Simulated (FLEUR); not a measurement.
Here is a FLEUR MaX-R8.1 (later development tree) calculation.

inp.xml

```xml
<?xml version="1.0" encoding="UTF-8" standalone="no"?>
<fleurInput fleurInputVersion="0.39">
   <comment>
      Hf                                                                                                  
   </comment>
   <calculationSetup>
      <cutoffs Kmax="4.1" Gmax="12.7" GmaxXC="12.7" numbands="all"/>
      <scfLoop itmax="60" minDistance="0.00001" maxIterBroyd="15" imix="Anderson" alpha="0.05" precondParam="0.0" spinf="2.0" sdNocoIR="T"/>
      <coreElectrons ctail="T" frcor="F" kcrel="0" coretail_lmax="0"/>
      <xcFunctional name="Rpbe" relativisticCorrections="F"/>
      <magnetism jspins="1"/>
      <soc l_soc="T" theta="0.0" phi="0.0" spav="F"/>
      <expertModes spex="0" secvar="F"/>
      <geometryOptimization l_f="F" forcealpha="1.0" forcemix="BFGS" epsdisp="0.00001" epsforce="0.00001"/>
      <ldaU l_linMix="F" mixParam="0.05" spinf="1.0"/>
   </calculationSetup>
   <cell>
      <bzIntegration valenceElectrons="52.0" mode="hist" fermiSmearingEnergy="0.00183747">
         <kPointListSelection listName="default-1"/>
         <!-- k-points included here -->
         <xi:include xmlns:xi="http://www.w3.org/2001/XInclude" href="kpts.xml"> </xi:include>
      </bzIntegration>
      <!-- symmetry operations included here -->
      <xi:include xmlns:xi="http://www.w3.org/2001/XInclude" href="sym.xml"> </xi:include>
      <bulkLattice scale="1.0">
         <bravaisMatrix>
            <row-1>    6.0408875025088191     0.0000000000000000     0.0000000000000000</row-1>
            <row-2>   -3.0204437512544096     5.2315620386186819     0.0000000000000000</row-2>
            <row-3>    0.0000000000000000     0.0000000000000000     9.5578567930018803</row-3>
         </bravaisMatrix>
      </bulkLattice>
   </cell>
   <atomSpecies>
      <species name="Hafnium (Hf)" element="Hf" atomicNumber="72">
         <mtSphere radius="2.66" gridPoints="879" logIncrement="0.015"/>
         <atomicCutoffs lmax="11" lnonsphr="8"/>
         <electronConfig flipSpins="F">
            <coreConfig>(1s1/2) (2s1/2) (2p1/2) (2p3/2) (3s1/2) (3p1/2) (3p3/2) (4s1/2) (3d3/2) (3d5/2) (4p1/2) (4p3/2) (4d3/2) (4d5/2)</coreConfig>
            <valenceConfig>(5s1/2) (5p1/2) (5p3/2) (6s1/2) (4f5/2) (4f7/2) (5d3/2) (5d5/2)</valenceConfig>
            <stateOccupation state="(5d3/2)" spinUp="0.400000" spinDown="0.400000"/>
            <stateOccupation state="(5d5/2)" spinUp="0.600000" spinDown="0.600000"/>
         </electronConfig>
         <energyParameters s="6" p="6" d="5" f="4"/>
         <lo type="SCLO" l="0" n="5" eDeriv="0"/>
         <lo type="SCLO" l="1" n="5" eDeriv="0"/>
         <lo type="SCLO" l="2" n="5" eDeriv="2"/>
         <lo type="SCLO" l="3" n="4" eDeriv="2"/>
      </species>
   </atomSpecies>
   <atomGroups>
      <atomGroup species="Hafnium (Hf)">
         <relPos label="                   1">-1.000/3.000 1.000/3.000 -1.000/4.000</relPos>
         <relPos label="                   2">1.000/3.000 -1.000/3.000 1.000/4.000</relPos>
         <force calculate="T" relaxXYZ="TTT"/>
      </atomGroup>
   </atomGroups>
   <output dos="F" band="F" slice="F">
      <checks vchk="F" cdinf="F"/>
      <bandDOS minEnergy="-.5*Htr" maxEnergy="0.5*Htr" sigma="0.015" storeEVData="T"/>
      <vacuumDOS vacdos="F" integ="F" star="F" nstars="0" locx1="0.0" locy1="0.0" locx2="0.0" locy2="0.0" nstm="0" tworkf="0.0"/>
      <unfoldingBand unfoldBand="F" supercellX="1" supercellY="1" supercellZ="1"/>
      <plotting iplot="0" polar="F">
         <plot TwoD="T" vec1="  1.0  0.0  0.0" vec2="  0.0  1.0  0.0" vec3="  0.0  0.0  1.0" zero="  0.0  0.0  0.0" file="plot"/>
      </plotting>
      <chargeDensitySlicing numkpt="0" minEigenval="0.0" maxEigenval="0.0" nnne="0" pallst="F"/>
      <specialOutput eonly="F"/>
      <moessbauerParams electricFieldGradient="T" isomerShift="T" coreHyperfine="T" valenceHyperfine="T"/>
      <magneticCircularDichroism mcd="F" energyLo="-10.0" energyUp="0.0"/>
   </output>
  <!-- We include the file relax.xml here to enable relaxations (see documentation) -->
  <xi:include xmlns:xi="http://www.w3.org/2001/XInclude" href="relax.xml"> <xi:fallback/> </xi:include>
</fleurInput>
```

Contents of crystal.txt:

```
Hf
&input cartesian=F /
3.1967000000  0.0000000000  0.0000000000
-1.5983500000  2.7684234083  0.0000000000
0.0000000000  0.0000000000  5.0578000000
1.8897261246
1.0 1.0 1.0

2
72 0.6666666667  0.3333333333  0.7500000000
72 0.3333333333  0.6666666667  0.2500000000

&soc 0.0 0.0 /
&kpt div1=8 div2=8 div3=4 gamma=T /
```

The input inp.xml (bands):

```
<?xml version="1.0" encoding="UTF-8" standalone="no"?>
<fleurInput fleurInputVersion="0.39">
   <comment>
      Hf                                                                                                  
   </comment>
   <calculationSetup>
      <cutoffs Kmax="4.1" Gmax="12.7" GmaxXC="12.7" numbands="all"/>
      <scfLoop itmax="60" minDistance="0.00001" maxIterBroyd="15" imix="Anderson" alpha="0.05" precondParam="0.0" spinf="2.0" sdNocoIR="T"/>
      <coreElectrons ctail="T" frcor="F" kcrel="0" coretail_lmax="0"/>
      <xcFunctional name="Rpbe" relativisticCorrections="F"/>
      <magnetism jspins="1"/>
      <soc l_soc="T" theta="0.0" phi="0.0" spav="F"/>
      <expertModes spex="0" secvar="F"/>
      <geometryOptimization l_f="F" forcealpha="1.0" forcemix="BFGS" epsdisp="0.00001" epsforce="0.00001"/>
      <ldaU l_linMix="F" mixParam="0.05" spinf="1.0"/>
   </calculationSetup>
   <cell>
      <bzIntegration valenceElectrons="52.0" mode="hist" fermiSmearingEnergy="0.00183747">
         <kPointListSelection listName="path-1"/>
         <!-- k-points included here -->
         <xi:include xmlns:xi="http://www.w3.org/2001/XInclude" href="kpts.xml"> </xi:include>
      </bzIntegration>
      <!-- symmetry operations included here -->
      <xi:include xmlns:xi="http://www.w3.org/2001/XInclude" href="sym.xml"> </xi:include>
      <bulkLattice scale="1.0">
         <bravaisMatrix>
            <row-1>    6.0408875025088191     0.0000000000000000     0.0000000000000000</row-1>
            <row-2>   -3.0204437512544096     5.2315620386186819     0.0000000000000000</row-2>
            <row-3>    0.0000000000000000     0.0000000000000000     9.5578567930018803</row-3>
         </bravaisMatrix>
      </bulkLattice>
   </cell>
   <atomSpecies>
      <species name="Hafnium (Hf)" element="Hf" atomicNumber="72">
         <mtSphere radius="2.66" gridPoints="879" logIncrement="0.015"/>
         <atomicCutoffs lmax="11" lnonsphr="8"/>
         <electronConfig flipSpins="F">
            <coreConfig>(1s1/2) (2s1/2) (2p1/2) (2p3/2) (3s1/2) (3p1/2) (3p3/2) (4s1/2) (3d3/2) (3d5/2) (4p1/2) (4p3/2) (4d3/2) (4d5/2)</coreConfig>
            <valenceConfig>(5s1/2) (5p1/2) (5p3/2) (6s1/2) (4f5/2) (4f7/2) (5d3/2) (5d5/2)</valenceConfig>
            <stateOccupation state="(5d3/2)" spinUp="0.400000" spinDown="0.400000"/>
            <stateOccupation state="(5d5/2)" spinUp="0.600000" spinDown="0.600000"/>
         </electronConfig>
         <energyParameters s="6" p="6" d="5" f="4"/>
         <lo type="SCLO" l="0" n="5" eDeriv="0"/>
         <lo type="SCLO" l="1" n="5" eDeriv="0"/>
         <lo type="SCLO" l="2" n="5" eDeriv="2"/>
         <lo type="SCLO" l="3" n="4" eDeriv="2"/>
      </species>
   </atomSpecies>
   <atomGroups>
      <atomGroup species="Hafnium (Hf)">
         <relPos label="                   1">-1.000/3.000 1.000/3.000 -1.000/4.000</relPos>
         <relPos label="                   2">1.000/3.000 -1.000/3.000 1.000/4.000</relPos>
         <force calculate="T" relaxXYZ="TTT"/>
      </atomGroup>
   </atomGroups>
   <output dos="F" band="T" slice="F">
      <checks vchk="F" cdinf="F"/>
      <bandDOS minEnergy="-.5*Htr" maxEnergy="0.5*Htr" sigma="0.015" storeEVData="T"/>
      <vacuumDOS vacdos="F" integ="F" star="F" nstars="0" locx1="0.0" locy1="0.0" locx2="0.0" locy2="0.0" nstm="0" tworkf="0.0"/>
      <unfoldingBand unfoldBand="F" supercellX="1" supercellY="1" supercellZ="1"/>
      <plotting iplot="0" polar="F">
         <plot TwoD="T" vec1="  1.0  0.0  0.0" vec2="  0.0  1.0  0.0" vec3="  0.0  0.0  1.0" zero="  0.0  0.0  0.0" file="plot"/>
      </plotting>
      <chargeDensitySlicing numkpt="0" minEigenval="0.0" maxEigenval="0.0" nnne="0" pallst="F"/>
      <specialOutput eonly="F"/>
      <moessbauerParams electricFieldGradient="T" isomerShift="T" coreHyperfine="T" valenceHyperfine="T"/>
      <magneticCircularDichroism mcd="F" energyLo="-10.0" energyUp="0.0"/>
   </output>
  <!-- We include the file relax.xml here to enable relaxations (see documentation) -->
  <xi:include xmlns:xi="http://www.w3.org/2001/XInclude" href="relax.xml"> <xi:fallback/> </xi:include>
</fleurInput>
```

Potentials or basis: all-electron, FLAPW.

Run with:

```console
$ inpgen -f crystal.txt -profile fastHighL
$ # inp.xml edited to the form shown
$ fleur_MPI
$ fleur_MPI   # second run, on inp.xml (bands)
```

Task: What does it give for the band gap along the path?

Result: None (metal or under the smearing width).

Core levels (eV from the Fermi level):
```tsv
atom	levels
1 Hf	1s1/2 -65198.0, 2s1/2 -11138.7, 2p1/2 -10634.9, 2p3/2 -9443.3, 3s1/2 -2534.1, 3p1/2 -2311.4, 3p3/2 -2056.0, 4s1/2 -507.1, 3d3/2 -1680.4, 3d5/2 -1624.7, 4p1/2 -415.8, 4p3/2 -357.4, 4d3/2 -207.9, 4d5/2 -197.2
2 Hf	1s1/2 -65198.0, 2s1/2 -11138.7, 2p1/2 -10634.9, 2p3/2 -9443.3, 3s1/2 -2534.1, 3p1/2 -2311.4, 3p3/2 -2056.0, 4s1/2 -507.1, 3d3/2 -1680.4, 3d5/2 -1624.7, 4p1/2 -415.8, 4p3/2 -357.4, 4d3/2 -207.9, 4d5/2 -197.2
```
